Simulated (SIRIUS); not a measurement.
WS2 (Tungstenite) under changes of volume

One of the cells (18.245 Å³/atom); the others are scaled copies at fixed shape and fractional positions:

```
W S
1.0
     3.18000    0.00000    0.00000
    -1.59000    2.75396    0.00000
     0.00000    0.00000   12.50000
W S
2 4
Direct
  0.66667 0.33333 0.75000
  0.33333 0.66667 0.25000
  0.66667 0.33333 0.37500
  0.33333 0.66667 0.87500
  0.66667 0.33333 0.12500
  0.33333 0.66667 0.62500
```

- Program: SIRIUS 7.12.0
- Functional: PBEsol
- Potentials or basis: all-electron FP-LAPW
- Cutoff: 208 eV
- Basis: apw+lo standard
- k mesh: 10 × 10 × 3
- Occupations: fermi-dirac, width 0.05 eV
- Spin: no spin polarisation

| volume (Å³/atom) | energy over the lowest point (meV/atom) | gap on the mesh (eV) |
| --- | --- | --- |
| 17.150 | 19.63 | 1.01 |
| 17.515 | 5.47 | 1.03 |
| 17.880 | 0.00 | 1.06 |
| 18.245 | 2.43 | 1.08 |
| 18.610 | 11.91 | 1.10 |
| 18.975 | 27.71 | 1.11 |
| 19.340 | ? | ? |

Task: What does the run at 19.340 Å³/atom give?

Result: Energy over the lowest point 49.17 meV/atom; gap on the mesh 1.13 eV.

Worked out: A Birch-Murnaghan fit of order 3 (a polynomial in V^(-2/3)) to the other rows has its minimum at 17.94 Å³/atom with B0 = V·E''(V) = 166 GPa and B' = 4.3 at fixed shape and positions, which overstates the stiffness. It gives 49.23 meV/atom at 19.340 Å³/atom, against the run's 49.17. A straight line through the other rows of the gap, of slope 1.03 eV per unit of ln V, extrapolates to 1.14 eV, against the run's 1.13.

Energies are extrapolated to zero smearing.

Caveats: spin-orbit coupling is left out, which moves the levels of the heavy elements; an odd mesh through Γ misses points on the zone boundary, where band edges often lie; this functional lacks dispersion, which binds the layers, so the pressure and a relaxed spacing across them are unreliable.
